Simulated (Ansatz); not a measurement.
# PbS: band gap under strain

How does strain move the band edges of rocksalt PbS, and do the functionals agree on it? States: no strain; -4.0 % equal strain in all directions; -3.0 % equal strain in all directions.

The runs shown are made with Ansatz 0.2.0. PAW datasets, plane waves. Spin-unpolarised throughout; all numbers are computed.

## 1. Starting point

The unstrained cell was relaxed with r2SCAN; in each strained cell the atoms were relaxed again with r2SCAN. Names of k-points are those of the unstrained zone, where strain can split equivalent points. First state: no strain.

It is cubic, Fm-3m (No. 225); a = 5.974 Å in the conventional setting, 26.66 Å³ an atom. Around Pb lie 6 S at 2.99 Å; around S lie 6 Pb at 2.99 Å.

Structure file:

```cif
data_structure
_symmetry_space_group_name_H-M 'P 1'
_symmetry_Int_Tables_number 1
_cell_length_a 4.2246
_cell_length_b 4.2246
_cell_length_c 4.2246
_cell_angle_alpha 60.000
_cell_angle_beta 60.000
_cell_angle_gamma 60.000
_cell_volume 53.31
loop_
_atom_site_label
_atom_site_type_symbol
_atom_site_fract_x
_atom_site_fract_y
_atom_site_fract_z
_atom_site_occupancy
Pb1 Pb 0.00000 0.00000 0.00000 1
S1 S 0.50000 0.50000 0.50000 1
```

## 2. No strain: PBE

Input file input.yaml:

```yaml
crystal:
  lattice:
    - [0.0, 2.9872326762, 2.9872326762]
    - [2.9872326762, 0.0, 2.9872326762]
    - [2.9872326762, 2.9872326762, 0.0]
  atoms:
    - { symbol: Pb, position: [0.0, 0.0, 0.0] }
    - { symbol: S, position: [0.5, 0.5, 0.5] }
kpoints:
  mp_grid: { grid: [8, 8, 8] }
  band_path:
    path:
      - [0.0, 0.0, 0.0]
      - [0.5, 0.0, 0.5]
      - [0.625, 0.25, 0.625]
      - [0.375, 0.375, 0.75]
      - [0.5, 0.5, 0.5]
      - [0.5, 0.25, 0.75]
      - [0.0, 0.0, 0.5]
    npoints: 1
hamiltonian:
  xc: pbe
scf:
  occupations: { method: fermi_dirac, width: 0.02 }
  n_extra_bands: 4
output:
  forces: true
  stress: true
  eigenvalues: true
```

Command:

```sh
> ansatz run input.yaml --threads 2 --pin off --max-ram 29491MiB --backend cpu --events-out ev --progress --plain --runs-dir out
```

The runs that follow: No strain: r2SCAN; No strain: HSE06; No strain: r2SCAN+SOC; No strain: r2SCAN; No strain: G0W0@PBE; -4.0 % equal strain in all directions: PBE; -4.0 % equal strain in all directions: r2SCAN; -4.0 % equal strain in all directions: HSE06; -4.0 % equal strain in all directions: r2SCAN+SOC; -3.0 % equal strain in all directions: PBE; -3.0 % equal strain in all directions: r2SCAN; -3.0 % equal strain in all directions: HSE06; -3.0 % equal strain in all directions: r2SCAN+SOC.

Before running it: what results should come out?

As calculated:

Least gap in eV (negative: overlap), with the change from the unstrained cell in brackets. G0W0 is on its own coarse mesh.

```
                                state  volume change (%)           PBE        r2SCAN         HSE06  G0W0
                            no strain               +0.0          0.43          0.69          0.88  0.61
-4.0 % equal strain in all directions              -11.5  0.00 (-0.43)  0.15 (-0.54)  0.28 (-0.60)     –
-3.0 % equal strain in all directions               -8.7  0.07 (-0.36)  0.31 (-0.38)  0.45 (-0.43)     –
```

In words: The largest move of the HSE06 gap in the table is -0.595 eV, under -4.0 % equal strain in all directions. PBE and HSE06 differ by 0.44 eV on the unstrained gap, and by at most 0.16 eV on its change. Under -4.0 % equal strain in all directions PBE gives no gap, or under 0.02 eV, while HSE06 has one. Spin-orbit coupling is left out of the table, though the cell holds Pb (Z = 82); in an element this heavy it can shift bands and gaps by tenths of an eV. The G0W0 figures hold for the stated bands, cutoff and mesh and aren't extrapolated.
